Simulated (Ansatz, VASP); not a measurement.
## TiH3: VASP beside Ansatz

File INCAR:

```
PREC     = Accurate       # precision mode
ENCUT    = 600            # plane-wave cutoff, eV
EDIFF    = 1E-7           # SCF threshold, eV
ISMEAR   = 0              # smearing method
SIGMA    = 0.1            # smearing width, eV
LREAL    = False          # projectors in reciprocal space
LASPH    = True           # aspherical terms in the spheres
NELM     = 100            # most SCF steps
ALGO     = Normal         # electronic algorithm
ISIF     = 3              # what is computed and relaxed
LWAVE    = False          # write WAVECAR
LCHARG   = False          # write CHGCAR
GGA      = PE             # functional
IBRION   = 2              # ionic algorithm
NSW      = 100            # ionic steps
EDIFFG   = -0.01          # ionic threshold
```

File KPOINTS:

```
regular mesh
0
Gamma
  15 15 8
```

Contents of POSCAR:

```
TiH3
1.0
    3.1670151736      0.0000000000      0.0000000000
   -1.5835075868      2.7427155945      0.0000000000
    0.0000000000      0.0000000000      5.5852251352
Ti H
2 6
Direct
    0.3333333333      0.6666666667      0.2500000000
    0.6666666667      0.3333333333      0.7500000000
    0.3333333333      0.6666666667      0.5939703067
    0.3333333333      0.6666666667      0.9060296933
    0.6666666667      0.3333333333      0.4060296933
    0.6666666667      0.3333333333      0.0939703067
    0.0000000000      0.0000000000      0.2500000000
    0.0000000000      0.0000000000      0.7500000000
```

Input for Ansatz:

```yaml
crystal:
  lattice:
    - [3.1670151736, 0.0, 0.0]
    - [-1.5835075868, 2.7427155945, 0.0]
    - [0.0, 0.0, 5.5852251352]
  atoms:
    - { symbol: Ti, position: [0.3333333333, 0.6666666667, 0.25] }
    - { symbol: Ti, position: [0.6666666667, 0.3333333333, 0.75] }
    - { symbol: H, position: [0.3333333333, 0.6666666667, 0.5939703067] }
    - { symbol: H, position: [0.3333333333, 0.6666666667, 0.9060296933] }
    - { symbol: H, position: [0.6666666667, 0.3333333333, 0.4060296933] }
    - { symbol: H, position: [0.6666666667, 0.3333333333, 0.0939703067] }
    - { symbol: H, position: [0.0, 0.0, 0.25] }
    - { symbol: H, position: [0.0, 0.0, 0.75] }
basis:
  ecutwfc: 420
kpoints:
  mp_grid: { grid: [15, 15, 8] }
hamiltonian:
  xc: pbe
scf:
  occupations: { method: gaussian, width: 0.1 }
output:
  forces: true
  stress: true
  eigenvalues: true
  write_density: true
  write_potential: true
  elf: true
  volumetric_format: npy
relax:
  adjacent_minimum: "off"
  f_tol: 0.01
  max_steps: 80
  cell: { stress_tol: 0.05 }
```

Alike in both runs: task relaxation of cell and atoms; functional PBE; k mesh 15 × 15 × 8; occupations gaussian, width 0.1 eV; no spin polarisation.

```csv
,VASP,Ansatz
version,VASP 6.6.1,Ansatz 0.2.0
potentials or method,"VASP PAW PBE potentials, release 64 (Ti_sv, H)","scalar-relativistic, plane waves, PAW"
plane-wave cutoff (eV),600,420
valence electrons in the cell,30,30
```

Ansatz gave:

```
gap on the k mesh at the Fermi level, each at its own relaxed structure (eV) : none
relaxed volume (Å³/atom)                                                     : 6.06
relaxed cell length with the largest relative difference (Å)                 : 3.166
```

**Question.** Estimate VASP's values.

**Answer.** gap on the k mesh at the Fermi level, each at its own relaxed structure (eV): none; relaxed volume (Å³/atom): 6.06; relaxed cell length with the largest relative difference (Å): 3.167.

A gap of «none» marks a metal or a gap that the smearing closes.

Caveats: the relaxation stopped at its first step, so nothing moved.
